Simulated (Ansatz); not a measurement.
All numbers below come from DFT PBE, scalar-relativistic, plane waves, PAW in Ansatz. Settings: cutoff 420 eV, Γ-centred meshes spaced at most about 0.3 Å⁻¹, and about 0.25 Å⁻¹ or finer for metals (2π included), Gaussian smearing. No spin polarisation.

All energies are static (0 K, no zero-point motion).

Question: Order these relaxed structures of SiGe₅ by energy, lowest first, with the energy over the lowest of them.
A.

Space group P-3m1 (No. 164). a = 3.026 Å, b = 3.026 Å, c = 14.342 Å, α = 90.00°, β = 90.00°, γ = 120.00°
```tsv
atom	site	symmetry	x	y	z
Si	1a	-3m.	0.0000	0.0000	0.0000
Ge	2d	3m.	0.3333	0.6667	0.8492
Ge	2d	3m.	0.6667	0.3333	0.6641
Ge	1b	-3m.	0.0000	0.0000	0.5000
```

B.

Space group P-62m (No. 189). a = 5.072 Å, b = 5.072 Å, c = 5.032 Å, α = 90.00°, β = 90.00°, γ = 120.00°
| atom | site | symmetry | x | y | z |
| --- | --- | --- | --- | --- | --- |
| Si | 1a | -62m | 0.0000 | 0.0000 | 0.0000 |
| Ge | 2c | -6.. | 0.3333 | 0.6667 | 0.0000 |
| Ge | 3g | m2m | 0.6726 | 0.6726 | 0.5000 |

C.

Space group I-4m2 (No. 119). a = 4.033 Å, b = 4.033 Å, c = 17.116 Å, α = 90.00°, β = 90.00°, γ = 90.00°
```json
{"atom": "Si", "site": "2a", "symmetry": "-4m2", "x": "0.0000", "y": "0.0000", "z": "0.0000"}
{"atom": "Ge", "site": "4f", "symmetry": "2mm.", "x": "0.0000", "y": "0.5000", "z": "0.4195"}
{"atom": "Ge", "site": "4e", "symmetry": "2mm.", "x": "0.5000", "y": "0.5000", "z": "0.1655"}
{"atom": "Ge", "site": "2d", "symmetry": "-4m2", "x": "0.5000", "y": "0.0000", "z": "0.2500"}
```

Answer: C (0 meV/atom), A (374 meV/atom), B (386 meV/atom). Counting Ge atoms around Si (those within 1.25 times the shortest such distance or 1.15 times the sum of covalent radii, 1.27 where that leaves under three; the shortest distance is added where it exceeds 1.18 times the sum of covalent radii): C has Si 4; A has Si 6 from 2.8 Å; B has Si 12 from 2.9 Å. All come from invented guesses.

The k mesh leaves some 4 meV/atom of noise in the energy of each metallic cell. No dispersion correction is applied, so the spacing and binding between layers, chains or molecules are poorly described (P-3m1), and this can change margins and order among such cells. Cells relaxed within their symmetry can be saddle points. Some candidate types were left out of the draw beforehand, so a known form may be missing.
